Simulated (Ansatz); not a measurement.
Task: cell relaxations under several functionals of TiO₂, space group R-3m, with Ansatz 0.2.0 through its Python package. Give the script and its output. Level of theory (first run): BLYP, PAW, cutoff 435 eV, 9×9×9 k-points, fixed occupations, D3BJ dispersion.

```
CELL_PARAMETERS angstrom
1.49733 0.86448 6.98154
-1.49733 0.86448 6.98154
0.00000 -1.72897 6.98154
ATOMIC_POSITIONS crystal
Ti 0.00000 0.00000 0.00000
O 0.62047 0.62047 0.62047
O 0.37953 0.37953 0.37953
```

The script, `tio2.py`:
```python
# -*- coding: utf-8 -*-
"""How the lattice of TiO2 depends on the functional."""

import ansatz as az
from ase import Atoms
import numpy as np

def edges_and_angles(cell):
    cell = np.asarray(cell)
    a, b, c = np.linalg.norm(cell, axis=1)
    cosines = cell[1] @ cell[2] / (b * c), cell[0] @ cell[2] / (a * c), cell[0] @ cell[1] / (a * b)
    return (a, b, c, *np.degrees(np.arccos(cosines)))

atoms = Atoms(
    ["Ti", "O", "O"],
    scaled_positions=[
        (0.0, 0.0, 0.0),
        (0.620467, 0.620467, 0.620467),
        (0.379533, 0.379533, 0.379533),
    ],
    cell=[
        (1.497331, 0.864485, 6.981544),
        (-1.497331, 0.864485, 6.981544),
        (0.0, -1.728969, 6.981544),
    ],
    pbc=True,
)
structure = az.Crystal.from_ase(atoms)

model = structure.calculation()
model = model.kpoints(9, center="gamma")
model = model.occupations("fixed").scf(max_iterations=100)
model = model.basis(16 * az.Ha, xc_grid=2).relax(cell=True, max_steps=60, max_displacement=0.05)

levels = [("blyp", "d3bj"), ("pbesol", "none"), ("pbesol", "d3bj")]
print("level            a       b       c    alpha   beta  gamma  V/atom  steps")
for name, dispersion in levels:
    seen = []
    run = model.functional(name, dispersion=dispersion).session().plan()
    result = run.execute(on_event=lambda e: seen.append(e) if e["event"] == "relax_step" else None)
    cell = result.lattice.cell_ang
    label = name if dispersion == "none" else f"{name}+{dispersion}"
    print("{:13s} {:7.4f} {:7.4f} {:7.4f} {:6.2f} {:6.2f} {:6.2f}".format(label, *edges_and_angles(cell)), f"{abs(np.linalg.det(cell)) / len(result.lattice.sites):7.3f} {len(seen):5d}")
```

`python tio2.py` gives:
```text
level            a       b       c    alpha   beta  gamma  V/atom  steps
blyp+d3bj      4.9462  4.9462  4.9462  35.11  35.11  35.11  11.916    17
pbesol         7.1610  7.1610  7.1610  23.84  23.84  23.84  17.561     9
pbesol+d3bj    5.0669  5.0669  5.0669  33.77  33.77  33.77  11.940    18
```

From smallest to largest: BLYP+D3BJ (11.92 Å³ an atom, -34.1 % against the start), PBEsol+D3BJ (11.94 Å³ an atom, -33.9 % against the start) and PBEsol (17.56 Å³ an atom, -2.8 % against the start). The spread is 47.4 % in volume.

What to keep in mind:
- These settings explore the input space; cutoff and mesh may be short of convergence.
- No spin polarisation was allowed.
- Edges and angles are those of the cell as typed, here a primitive one, not of the conventional cell.
- This cell is a computed structure, which may not be the phase found in nature.
- The whole script took 2.1 min on 1 thread of Intel(R) Xeon(R) Processor @ 2.30GHz (shared host), peak memory 0.6 GiB.
